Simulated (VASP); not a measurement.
# O (C2/m) in VASP: single point with r2SCAN

Aim: the single point of O with r2SCAN.

All numbers are computed with VASP 6.6.1; they aren't measurements. Logs are shortened: lines on timing, memory, paths and dates and some standing lists are left out, and cuts for length are marked.

### 1 The structure

It takes space group C2/m (No. 12, monoclinic). The conventional cell has a = 5.360 Å, b = 3.402 Å, c = 4.198 Å, α = 90.00°, β = 117.67°, γ = 90.00°. O (site symmetry m) has 1 O at 1.14 Å as nearest neighbours.

### 2 Single point, r2SCAN

POSCAR

```
O
1.0
    2.6799474300      1.7008217200      0.0000000000
    2.6799474300     -1.7008217200      0.0000000000
    3.4105815500      0.0000000000     -3.7180885300
O
2
Direct
    0.0890000000      0.0890000000      0.8470000000
    0.9110000000      0.9110000000      0.1530000000
```

INCAR.step1

```
SYSTEM = O
PREC = Accurate
ENCUT = 520
ISMEAR = -1
SIGMA = 0.1
LREAL = .False.
LASPH = .True.
NELM = 100
NBANDS = 13
GGA = PE
ALGO = Normal
EDIFF = 1E-4
LWAVE = .True.
LCHARG = .False.
```

INCAR.step2

```
SYSTEM = O
PREC = Accurate
ENCUT = 520
EDIFF = 1E-6
ISMEAR = -1
SIGMA = 0.1
LREAL = .False.
LASPH = .True.
NELM = 100
ALGO = Normal
ISIF = 2
LWAVE = .False.
LCHARG = .True.
METAGGA = R2SCAN
LMIXTAU = .True.
LELF = .True.
LVHAR = .True.
NBANDS = 13
ISTART = 1
```

KPOINTS

```
Automatic mesh
0
Gamma
  10 10 7
  0 0 0
```

Potentials or basis: VASP PAW PBE potentials, release 64 (O).

Run with:

```sh
> cat potpaw_PBE.64/O/POTCAR > POTCAR
> cp INCAR.step1 INCAR
> mpirun -np 1 vasp_std > vasp.out
> cp INCAR.step2 INCAR
> mpirun -np 1 vasp_std > vasp.out
```

OUTCAR:

```text
SYSTEM = O
   PREC = Accurate
   ENCUT = 520
   EDIFF = 1E-6
   ISMEAR = -1
   LREAL = .False.
   LASPH = .True.
   NELM = 100
   ISIF = 2
   METAGGA = R2SCAN
   ISTART = 1

 ion  position               nearest neighbor table
   1  0.089  0.089  0.847-   2 1.14
   2  0.911  0.911  0.153-   1 1.14

  LATTYP: Found a base centered monoclinic cell.
 ALAT       =     5.3598948600
 B/A-ratio  =     0.6346474192
 C/A-ratio  =     0.7832421111
 COS(beta)  =    -0.4643327843

  Lattice vectors:

 A1 = (   2.6799474300,   1.7008217200,   0.0000000000)
 A2 = (   2.6799474300,  -1.7008217200,   0.0000000000)
 A3 = (  -1.9493133100,   0.0000000000,  -3.7180885300)

Analysis of symmetry for initial positions (statically):
=====================================================================
 Subroutine PRICEL returns:
 Original cell was already a primitive cell.

 Routine SETGRP: Setting up the symmetry group for a
 base centered monoclinic supercell.

 Subroutine GETGRP returns: Found  4 space group operations
 (whereof  4 operations were pure point group operations)
 out of a pool of  4 trial point group operations.

The static configuration has the point symmetry C_2h.

Analysis of symmetry for dynamics (positions and initial velocities):
=====================================================================
 Subroutine PRICEL returns:
 Original cell was already a primitive cell.

 Routine SETGRP: Setting up the symmetry group for a
 base centered monoclinic supercell.

 Subroutine GETGRP returns: Found  4 space group operations
 (whereof  4 operations were pure point group operations)
 out of a pool of  4 trial point group operations.

The dynamic configuration has the point symmetry C_2h.

 Subroutine INISYM returns: Found  4 space group operations
 (whereof  4 operations are pure point group operations),
 and found     1 'primitive' translations

----------------------------------------------------------------------------------------

                                     Primitive cell

  volume of cell :      33.8949

  direct lattice vectors                    reciprocal lattice vectors
     2.679947430  1.700821720  0.000000000     0.186570824  0.293975550  0.171140360
     2.679947430 -1.700821720  0.000000000     0.186570824 -0.293975550  0.171140360
     3.410581550  0.000000000 -3.718088530     0.000000000  0.000000000 -0.268955403

  length of vectors
     3.174100306  3.174100306  5.045418598     0.387968193  0.387968193  0.268955403

  position of ions in fractional coordinates (direct lattice)
     0.089000000  0.089000000  0.847000000
     0.911000000  0.911000000  0.153000000
[... 89 lines left out ...]
   NUPDOWN=      -1.0000    fix difference up-down
   EMIN   =  10.00;   EMAX   =-10.00  energy-range for DOS
   EFERMI =   0.00;   METHOD = LEGACY
   ISMEAR =    -1;   SIGMA  =   0.10  broadening in eV -4-tet -1-fermi 0-gaus
   EFERMI_NEDOS =   21; number of points for ismear=-14 and -15
   IALGO  =     38    algorithm
   IMIX   =      4    mixing-type and parameters
     AMIX     =   0.40;   BMIX     =  1.00
     AMIX_MAG =   1.60;   BMIX_MAG =  1.00
  volume/ion in A,a.u.               =      16.95       114.37
  Fermi-wavevector in a.u.,A,eV,Ry     =   1.158129  2.188547 18.248992  1.341263
  Thomas-Fermi vector in A             =   2.294734
   LORBIT       =      0    0 simple, 1 ext, 2 COOP (PROOUT), +10 PAW based schemes
   METAGGA = R2SCAN    functional components
   LHFCALC =     F    Hartree Fock is set to
   AEXX    =    0.0000 exact exchange contribution
   IVDW    =     0    specifies the selected vdW correction
   LEPSILON=     F    determine dielectric tensor
   LRPA    =     F    only Hartree local field effects (RPA)
 non-spin polarized calculation
  energy-cutoff  :      520.00
  volume of cell :       33.89
 maximum number of plane-waves:       931
   NGX = 11   NGY = 11   NGZ = 19

 number of electron      12.0000001 magnetization

 Free energy of the ion-electron system (eV)
  ---------------------------------------------------
  ext. energy  EPLUGINS =         0.00000000
  ---------------------------------------------------
  free energy    TOTEN  =       -10.43344090 eV

  energy without entropy =      -10.31122042  energy(sigma->0) =      -10.37233066

 E-fermi :  -1.4355     XC(G=0):  -7.7967

 val. band max:       -1.4365986245   @ k =   0.5000   0.3000   0.2857
 cond. band min:      -1.4344371548   @ k =   0.2000   0.0000   0.1429
 fundamental gap:      0.0021614697
 Fermi energy:        -1.4355050309

 k-point     1 :       0.0000    0.0000    0.0000
  band No.  band energies     occupation
      1     -32.0010      2.00000
      2     -16.2991      2.00000
      3     -10.5228      2.00000
      4      -9.6371      2.00000
      5      -9.5558      2.00000
      6      -1.1983      0.17068
      7      -1.0557      0.04385
      8       5.1770      0.00000
      9      11.7363      0.00000
     10      11.9833      0.00000
     11      15.0628      0.00000
     12      16.7303      0.00000
     13      18.2062      0.00000
[... 354 lines left out ...]
  band No.  band energies     occupation
      1     -31.9021      2.00000
      2     -16.4274      2.00000
      3     -10.3970      2.00000
      4      -9.9429      2.00000
      5      -9.5703      2.00000
      6      -1.8624      1.97240
      7      -1.2407      0.24949
      8       8.3633      0.00000
      9       9.1369      0.00000
     10      10.7974      0.00000
     11      13.5412      0.00000
     12      15.7371      0.00000
     13      17.6964      0.00000

 [... further k-points ...]

------------------------ aborting loop because EDIFF is reached ----------------------------------------

  FORCE on cell =-STRESS in cart. coord.  units (eV):
  Direction    XX          YY          ZZ          XY          YZ          ZX
  --------------------------------------------------------------------------------------
  -------------------------------------------------------------------------------------
  Total       -1.2635045     -1.0139902      9.6767268      0.0000000      0.0000000     -0.5680757
  in kB      -59.7245065    -47.9302331    457.4085447      0.0000000      0.0000000    -26.8523333
  external PRESSURE =     116.5846017 kB  Pullay stress =       0.0000000 kB

 VOLUME and BASIS-vectors are now :
 -----------------------------------------------------------------------------
  energy-cutoff  :      520.00
  volume of cell :       33.89
      direct lattice vectors                 reciprocal lattice vectors
     2.679947430  1.700821720  0.000000000     0.186570824  0.293975550  0.171140360
     2.679947430 -1.700821720  0.000000000     0.186570824 -0.293975550  0.171140360
     3.410581550  0.000000000 -3.718088530     0.000000000  0.000000000 -0.268955403

 POSITION                                       TOTAL-FORCE (eV/Angst)
 -----------------------------------------------------------------------------------
      3.36579      0.00000     -3.14922        -0.490011      0.000000      8.736724
      5.40468      0.00000     -0.56887         0.490011      0.000000     -8.736724
 -----------------------------------------------------------------------------------
    total drift:                                0.000000     -0.000000     -0.000000

  FREE ENERGIE OF THE ION-ELECTRON SYSTEM (eV)
  ---------------------------------------------------
  free  energy   TOTEN  =       -10.4334408968 eV

  energy  without entropy=      -10.3112204159  energy(sigma->0) =      -10.37233066
```

It took 8.4 min on 1 thread of AMD EPYC 7R43 (Zen 3), shared host; peak memory 0.16 GiB.

Results:

- Free energy: -10.4334 eV
- Pressure: 11.7 GPa
- Largest force: 8.750 eV/Å
- Band gap on the k mesh: none (metal or under the smearing width)

Forces in eV/Å, atoms in the order of the input:
```
O   -0.490  0.000  8.737
O    0.490  0.000 -8.737
```

Caveat: the standard files for N, O and F lose accuracy on very short bonds; spin is off for a triplet molecule; the PAW data sets were made with another functional, which shifts forces and pressure a little.
